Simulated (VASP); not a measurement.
# Tl (P6_3/mmc) in VASP: further runs

The runs below take Tl through single point, with PBE, r2SCAN+rVV10.

Program: VASP 6.6.1. These are calculated values, not measurements. Logs are shortened: lines on timing, memory, paths and dates and some standing lists are left out, and cuts for length are marked.

## (1) The structure

It takes space group P6_3/mmc (No. 194, hexagonal). The conventional cell has a = 3.456 Å, b = 3.456 Å, c = 5.525 Å, α = 90.00°, β = 90.00°, γ = 120.00°. Tl (site symmetry -6m2) is surrounded by 12 Tl at 3.41 to 3.46 Å.

## (2) Single point, PBE (volume scaled by 0.98)

Input file INCAR:

```
ALGO     = Normal         # electronic algorithm
EDIFF    = 1E-7           # SCF threshold, eV
ENCUT    = 520            # plane-wave cutoff, eV
GGA      = PE             # functional
ISIF     = 2              # what is computed and relaxed
ISMEAR   = -1             # smearing method
LASPH    = T              # aspherical terms in the spheres
LCHARG   = F              # write CHGCAR
LREAL    = F              # projectors in reciprocal space
LWAVE    = F              # write WAVECAR
NBANDS   = 20             # bands
NELM     = 100            # most SCF steps
PREC     = Accurate       # precision mode
SIGMA    = 0.05           # smearing width, eV
```

Input file KPOINTS:

```
k-points
0
Gamma
  9 9 5
```

Input file POSCAR:

```
Tl
1.0
    3.4328046702      0.0000000000      0.0000000000
   -1.7164023351      2.9728960507      0.0000000000
    0.0000000000      0.0000000000      5.4879183458
Tl
2
Direct
    0.6666666667      0.3333333333      0.7500000000
    0.3333333333      0.6666666667      0.2500000000
```

Potentials or basis: VASP PAW PBE potentials, release 64 (Tl_d).

On the command line:

```sh
cat potpaw_PBE.64/Tl_d/POTCAR > POTCAR
mpirun -np 1 vasp_std > vasp.out
```

OUTCAR:

```text
EDIFF = 1E-7
   ENCUT = 520
   GGA = PE
   ISIF = 2
   ISMEAR = -1
   LASPH = T
   LREAL = F
   NELM = 100
   PREC = Accurate

 ion  position               nearest neighbor table
   1  0.667  0.333  0.750-   2 3.38   2 3.38   2 3.38   2 3.38   2 3.38   2 3.38
   2  0.333  0.667  0.250-   1 3.38   1 3.38   1 3.38   1 3.38   1 3.38   1 3.38

  LATTYP: Found a hexagonal cell.
 ALAT       =     3.4328046702
 C/A-ratio  =     1.5986689815

  Lattice vectors:

 A1 = (   3.4328046702,   0.0000000000,   0.0000000000)
 A2 = (  -1.7164023351,   2.9728960507,   0.0000000000)
 A3 = (   0.0000000000,   0.0000000000,   5.4879183458)

Analysis of symmetry for initial positions (statically):
=====================================================================
 Subroutine PRICEL returns:
 Original cell was already a primitive cell.

 Routine SETGRP: Setting up the symmetry group for a
 hexagonal supercell.

 Subroutine GETGRP returns: Found 24 space group operations
 (whereof 12 operations were pure point group operations)
 out of a pool of 24 trial point group operations.

The static configuration has the point symmetry D_3d.
 The point group associated with its full space group is D_6h.

Analysis of symmetry for dynamics (positions and initial velocities):
=====================================================================
 Subroutine PRICEL returns:
 Original cell was already a primitive cell.

 Routine SETGRP: Setting up the symmetry group for a
 hexagonal supercell.

 Subroutine GETGRP returns: Found 24 space group operations
 (whereof 12 operations were pure point group operations)
 out of a pool of 24 trial point group operations.

The dynamic configuration has the point symmetry D_3d.
 The point group associated with its full space group is D_6h.

 Subroutine INISYM returns: Found 24 space group operations
 (whereof 12 operations are pure point group operations),
 and found     1 'primitive' translations

----------------------------------------------------------------------------------------

                                     Primitive cell

  volume of cell :      56.0062

  direct lattice vectors                    reciprocal lattice vectors
     3.432804670  0.000000000  0.000000000     0.291306991  0.168186170  0.000000000
    -1.716402335  2.972896051  0.000000000     0.000000000  0.336372340  0.000000000
     0.000000000  0.000000000  5.487918346     0.000000000  0.000000000  0.182218455
[... 76 lines left out ...]
   ISTART =      0    job   : 0-new  1-cont  2-samecut
   ICHARG =      2    charge: 1-file 2-atom 10-const
   ISPIN  =      1    spin polarized calculation?
   LNONCOLLINEAR =      F non collinear calculations
   LSORBIT =      F    spin-orbit coupling
   LASPH  =      T    aspherical Exc in radial PAW
   ENCUT  =  520.0 eV  38.22 Ry    6.18 a.u.   6.38  6.38 10.20*2*pi/ulx,y,z
   NELM   =    100;   NELMIN=  2; NELMDL= -5     # of ELM steps
   EDIFF  = 0.1E-06   stopping-criterion for ELM
   LREAL  =      F    real-space projection
   EDIFFG = 0.1E-05   stopping-criterion for IOM
   NSW    =      0    number of steps for IOM
   IBRION =     -1    ionic relax: 0-MD 1-quasi-New 2-CG
   NFREE  =      0    steps in history (QN), initial steepest desc. (CG)
   ISIF   =      2    stress and relaxation
   ISYM   =      2    0-nonsym 1-usesym 2-fastsym
   POTIM  = 0.5000    time-step for ionic-motion
   TEBEG  =    0.0;   TEEND  =   0.0 temperature during run
   PSTRESS=    0.0 pullay stress
   NELECT =      26.0000    total number of electrons
   NUPDOWN=      -1.0000    fix difference up-down
   EMIN   =  10.00;   EMAX   =-10.00  energy-range for DOS
   EFERMI =   0.00;   METHOD = LEGACY
   ISMEAR =    -1;   SIGMA  =   0.05  broadening in eV -4-tet -1-fermi 0-gaus
   EFERMI_NEDOS =   21; number of points for ismear=-14 and -15
   IALGO  =     38    algorithm
   IMIX   =      4    mixing-type and parameters
     AMIX     =   0.40;   BMIX     =  1.00
     AMIX_MAG =   1.60;   BMIX_MAG =  1.00
  volume/ion in A,a.u.               =      28.00       188.97
  Fermi-wavevector in a.u.,A,eV,Ry     =   1.267614  2.395444 21.862467  1.606846
  Thomas-Fermi vector in A             =   2.400753
   LORBIT       =      0    0 simple, 1 ext, 2 COOP (PROOUT), +10 PAW based schemes
   GGA     = PE    functional components
   LHFCALC =     F    Hartree Fock is set to
   AEXX    =    0.0000 exact exchange contribution
   IVDW    =     0    specifies the selected vdW correction
   LEPSILON=     F    determine dielectric tensor
   LRPA    =     F    only Hartree local field effects (RPA)
 non-spin polarized calculation
  energy-cutoff  :      520.00
  volume of cell :       56.01
 maximum number of plane-waves:      1525
 NGX is ok and might be reduce to    28

 number of electron      26.0000001 magnetization

 Free energy of the ion-electron system (eV)
  ---------------------------------------------------
  ext. energy  EPLUGINS =         0.00000000
  ---------------------------------------------------
  free energy    TOTEN  =        -4.35519262 eV

  energy without entropy =       -4.34058863  energy(sigma->0) =       -4.34789062

 E-fermi :   6.7888     XC(G=0): -10.2953

 val. band max:        6.7808279713   @ k =   0.2222   0.2222   0.4000
 cond. band min:       6.8258045546   @ k =   0.2222   0.1111   0.2000
 fundamental gap:      0.0449765833
 Fermi energy:         6.7887586359

 k-point     1 :       0.0000    0.0000    0.0000
  band No.  band energies     occupation
      1      -5.0563      2.00000
      2      -4.8072      2.00000
      3      -4.7887      2.00000
      4      -4.7887      2.00000
      5      -4.7319      2.00000
      6      -4.7319      2.00000
[... 541 lines left out ...]
     19      14.4361      0.00000
     20      21.9566      0.00000

 [... further k-points ...]
[... 5 lines left out ...]
  --------------------------------------------------------------------------------------
  -------------------------------------------------------------------------------------
  Total        1.3208404      1.3208404      1.8562097      0.0000000     -0.0000000      0.0000000
  in kB       37.7854386     37.7854386     53.1008114      0.0000000     -0.0000000      0.0000000
  external PRESSURE =      42.8905629 kB  Pullay stress =       0.0000000 kB

 VOLUME and BASIS-vectors are now :
 -----------------------------------------------------------------------------
  energy-cutoff  :      520.00
  volume of cell :       56.01
      direct lattice vectors                 reciprocal lattice vectors
     3.432804670  0.000000000  0.000000000     0.291306991  0.168186170  0.000000000
    -1.716402335  2.972896051  0.000000000     0.000000000  0.336372340  0.000000000
     0.000000000  0.000000000  5.487918346     0.000000000  0.000000000  0.182218455

 POSITION                                       TOTAL-FORCE (eV/Angst)
 -----------------------------------------------------------------------------------
      1.71640      0.99097      4.11594         0.000000     -0.000000      0.000000
     -0.00000      1.98193      1.37198        -0.000000      0.000000      0.000000
 -----------------------------------------------------------------------------------
    total drift:                               -0.000000      0.000000     -0.000000

  FREE ENERGIE OF THE ION-ELECTRON SYSTEM (eV)
  ---------------------------------------------------
  free  energy   TOTEN  =        -4.3551926168 eV

  energy  without entropy=       -4.3405886265  energy(sigma->0) =       -4.34789062
```

stdout:

```text
POSCAR found type information on POSCAR Tl
 POSCAR found :  1 types and       2 ions
 scaLAPACK will be used
 LDA part: xc-table for (Slater+PW92), standard interpolation
 POSCAR, INCAR and KPOINTS ok, starting setup
 FFT: planning ... GRIDC
 FFT: planning ... GRID_SOFT
 FFT: planning ... GRID
 WAVECAR not read
 entering main loop
```

Wall time 22 s (1 thread of Intel Xeon Platinum 8488C (Sapphire Rapids), shared host); peak memory 0.18 GiB.

What came out:

```
Free energy            : -4.3552 eV
Pressure               : 4.3 GPa
Band gap on the k mesh : none (metal or under the smearing width)
```

Levels at points of the mesh, in eV from the Fermi level:
```tsv
k point	band 10	band 11	band 12	band 13	band 14	band 15	band 16	band 17
(0.00, 0.00, 0.00)	-11.10	-10.18	-5.09	-2.91	8.13	8.13	10.26	10.26
```

## (3) Single point, PBE (volume scaled by 1.04)

Input file INCAR:

```
SYSTEM = Tl
ALGO = Normal
EDIFF = 1E-7
ENCUT = 520
GGA = PE
ISIF = 2
ISMEAR = -1
LASPH = .TRUE.
LCHARG = .FALSE.
LREAL = .FALSE.
LWAVE = .FALSE.
NBANDS = 20
NELM = 100
PREC = Accurate
SIGMA = 0.05
```

Input file KPOINTS:

```
k-points
0
G
  9 9 5
  0 0 0
```

Input file POSCAR:

```
Tl
1.0
    3.5014788996      0.0000000000      0.0000000000
   -1.7507394498      3.0323696779      0.0000000000
    0.0000000000      0.0000000000      5.5977057061
Tl
2
Direct
    0.6666666667      0.3333333333      0.7500000000
    0.3333333333      0.6666666667      0.2500000000
```

Potentials or basis: VASP PAW PBE potentials, release 64 (Tl_d).

On the command line:

```sh
cat potpaw_PBE.64/Tl_d/POTCAR > POTCAR
mpirun -np 1 vasp_std > vasp.out
```

It took 20 s on 1 thread of Intel Xeon Platinum 8488C (Sapphire Rapids), shared host; peak memory 0.17 GiB.

Results (log left out):

- Free energy: -4.4207 eV
- Pressure: 1.8 GPa
- Band gap on the k mesh: none (metal or under the smearing width)

Stress tensor (GPa, compression positive):
```
1.46 0.00 0.00
0.00 1.46 0.00
0.00 0.00 2.51
```

Levels at points of the mesh, in eV from the Fermi level:
```
           k point  band 9  band 10  band 11  band 12  band 13  band 14  band 15  band 16  band 17  band 18
(0.00, 0.00, 0.00)  -11.08   -11.08    -9.76    -5.10    -2.66     7.75     7.75     9.75     9.75    10.23
```

Spin-orbit coupling is left out, which matters for the levels of Tl.

## (4) Single point, r2SCAN+rVV10

Input file POSCAR:

```
Tl
1.0
    3.4560000000      0.0000000000      0.0000000000
   -1.7280000000      2.9929837955      0.0000000000
    0.0000000000      0.0000000000      5.5250000000
Tl
2
Direct
    0.6666666667      0.3333333333      0.7500000000
    0.3333333333      0.6666666667      0.2500000000
```

Input file INCAR.step1:

```
SYSTEM = Tl
  PREC = Accurate
  ENCUT = 520
  ISMEAR = 1
  SIGMA = 0.05
  LREAL = .False.
  LASPH = .True.
  NELM = 100
  NBANDS = 20
  GGA = PE
  ALGO = Normal
  EDIFF = 1E-4
  LWAVE = .True.
  LCHARG = .False.
```

Input file INCAR.step2:

```
SYSTEM = Tl
  PREC = Accurate
  ENCUT = 520
  EDIFF = 1E-6
  ISMEAR = 1
  SIGMA = 0.05
  LREAL = .False.
  LASPH = .True.
  NELM = 100
  ALGO = Normal
  ISIF = 2
  LWAVE = .False.
  LCHARG = .False.
  METAGGA = R2SCAN
  LMIXTAU = .True.
  LUSE_VDW = .True.
  IVDW_NL = 2
  BPARAM = 11.95
  CPARAM = 0.0093
  NBANDS = 20
  ISTART = 1
```

Input file KPOINTS:

```
Automatic mesh
0
Gamma
  9 9 5
  0 0 0
```

Potentials or basis: VASP PAW PBE potentials, release 64 (Tl_d).

On the command line:

```sh
cat potpaw_PBE.64/Tl_d/POTCAR > POTCAR
cp INCAR.step1 INCAR
mpirun -np 1 vasp_std > vasp.out
cp INCAR.step2 INCAR
mpirun -np 1 vasp_std > vasp.out
```

OUTCAR:

```text
SYSTEM = Tl
   PREC = Accurate
   ENCUT = 520
   EDIFF = 1E-6
   ISMEAR = 1
   LREAL = .False.
   LASPH = .True.
   NELM = 100
   ISIF = 2
   METAGGA = R2SCAN
   IVDW_NL = 2
   BPARAM = 11.95
   ISTART = 1

 ion  position               nearest neighbor table
   1  0.667  0.333  0.750-   2 3.41   2 3.41   2 3.41   2 3.41   2 3.41   2 3.41
   2  0.333  0.667  0.250-   1 3.41   1 3.41   1 3.41   1 3.41   1 3.41   1 3.41

  LATTYP: Found a hexagonal cell.
 ALAT       =     3.4560000000
 C/A-ratio  =     1.5986689815

  Lattice vectors:

 A1 = (   3.4560000000,   0.0000000000,   0.0000000000)
 A2 = (  -1.7280000000,   2.9929837955,   0.0000000000)
 A3 = (   0.0000000000,   0.0000000000,   5.5250000000)

Analysis of symmetry for initial positions (statically):
=====================================================================
 Subroutine PRICEL returns:
 Original cell was already a primitive cell.

 Routine SETGRP: Setting up the symmetry group for a
 hexagonal supercell.

 Subroutine GETGRP returns: Found 24 space group operations
 (whereof 12 operations were pure point group operations)
[... 162 lines left out ...]
  ---------------------------------------------------
  ext. energy  EPLUGINS =         0.00000000
  ---------------------------------------------------
  free energy    TOTEN  =      -105.59857416 eV

  energy without entropy =     -105.59842842  energy(sigma->0) =     -105.59852558

 E-fermi :   6.5086     XC(G=0): -10.8643

 val. band max:        6.4979683504   @ k =   0.3333   0.0000   0.4000
 cond. band min:       6.5496496519   @ k =   0.2222   0.1111   0.2000
 fundamental gap:      0.0516813015
 Fermi energy:         6.5086458996

 k-point     1 :       0.0000    0.0000    0.0000
  band No.  band energies     occupation
      1      -5.8269      2.00000
      2      -5.5952      2.00000
      3      -5.5710      2.00000
      4      -5.5710      2.00000
      5      -5.5157      2.00000
      6      -5.5157      2.00000
[... 541 lines left out ...]
     19      14.5576      0.00000
     20      22.2172      0.00000

 [... further k-points ...]
[... 5 lines left out ...]
  --------------------------------------------------------------------------------------
  -------------------------------------------------------------------------------------
  Total        0.2867910      0.2867910      0.5536347      0.0000000      0.0000000      0.0000000
  in kB        8.0401796      8.0401796     15.5211350      0.0000000      0.0000000      0.0000000
  external PRESSURE =      10.5338314 kB  Pullay stress =       0.0000000 kB

 VOLUME and BASIS-vectors are now :
 -----------------------------------------------------------------------------
  energy-cutoff  :      520.00
  volume of cell :       57.15
      direct lattice vectors                 reciprocal lattice vectors
     3.456000000  0.000000000  0.000000000     0.289351852  0.167057370  0.000000000
    -1.728000000  2.992983795  0.000000000     0.000000000  0.334114739  0.000000000
     0.000000000  0.000000000  5.525000000     0.000000000  0.000000000  0.180995475

 POSITION                                       TOTAL-FORCE (eV/Angst)
 -----------------------------------------------------------------------------------
      1.72800      0.99766      4.14375         0.000000     -0.000000      0.000000
     -0.00000      1.99532      1.38125        -0.000000      0.000000      0.000000
 -----------------------------------------------------------------------------------
    total drift:                               -0.000000      0.000000     -0.000000

  FREE ENERGIE OF THE ION-ELECTRON SYSTEM (eV)
  ---------------------------------------------------
  free  energy   TOTEN  =      -105.5985741612 eV

  energy  without entropy=     -105.5984284224  energy(sigma->0) =     -105.59852558
```

Wall time 2.4 min (1 thread of Intel Xeon Platinum 8488C (Sapphire Rapids), shared host); peak memory 0.32 GiB.

Results:

```yaml
Free_energy: -105.5986 eV
Pressure: 1.1 GPa
Band_gap_on_the_k_mesh: none (metal or under the smearing width)
```

Stress tensor (GPa, compression positive):
```
0.80 0.00 0.00
0.00 0.80 0.00
0.00 0.00 1.55
```

Levels at points of the mesh, in eV from the Fermi level:
```csv
k point,band 10,band 11,band 12,band 13,band 14,band 15,band 16,band 17
"(0.00, 0.00, 0.00)",-11.61,-10.45,-5.35,-2.89,8.25,8.25,10.41,10.41
```

Caveat: the PAW data sets were made with another functional, which shifts forces and pressure a little.

(Continued in part 2 of 2.)
